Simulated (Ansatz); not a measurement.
Consider the ligand exchange at a Ga–C bond: `C#[C][Ga]([F])[Cl]` + `CC(C)(C)O` → `CC(C)(C)[O][Ga]([F])[Cl]` + `C#C`.

Gas-phase electronic energies from Ansatz, PBE0-D4/def2-TZVP geometries. CBS: MP2 limit from def2 TZ/QZ plus the TZ coupled-cluster correction, frozen cores. This one scheme is used for every species. Functionals use def2-TZVPP. B3LYP here is the variant with VWN-RPA as its local correlation; programs differ in this. For Ga outer-core shells are correlated without core-valence functions, which leaves a few kJ/mol of doubt a bond. Scalar relativity is left out up to krypton. Each species was taken in one conformer, which may not be the lowest.

| level | ΔE (kJ/mol) | difference from CCSD(T)/CBS |
| --- | --- | --- |
| r2SCAN-D4 | -22.5 | -1.5 |
| B97M-V | -22.1 | -1.1 |
| r2SCAN0-D4 | -18.7 | 2.3 |
| CAM-B3LYP-D4 | -24.5 | -3.5 |
| B2PLYP | -19.4 | 1.6 |
| PBE | -13.4 | 7.6 |
| B3LYP | -14.7 | 6.3 |
| r2SCANh | -18.5 | 2.5 |
| BHLYP | -14.1 | 6.9 |
| CAM-B3LYP | -18.0 | 3.0 |
| LC-ωPBE | -14.5 | 6.5 |
| MP2/def2-SVP | -33.2 | -12.2 |
| CCSD(T)/def2-TZVPP | -21.9 | -0.9 |
| HF/def2-QZVPP | -10.8 | 10.2 |
| SCS-MP2/def2-QZVPP | -20.7 | 0.3 |
| MP2/CBS(def2) | -21.4 | -0.4 |
| CCSD(T)/CBS | -21.0 | 0 |

Largest T1 diagnostic among the species: 0.014.

From PBE to PBE0 (25 % exact exchange), in def2-TZVPP and without D4, ΔE moves by +3.1 kJ/mol. Leaving LDA and LC-ωPBE aside and taking each functional with its dispersion term where it has one, the values, not all of them listed here, spread over 13.4 kJ/mol, from BLYP-D4 to PBE-QIDH. LDA lies −8.7 kJ/mol from PBE without D4.

CCSD(T)/CBS has its own doubt, a few kJ/mol and more with outer-core shells, so smaller differences from it don't rank the levels.
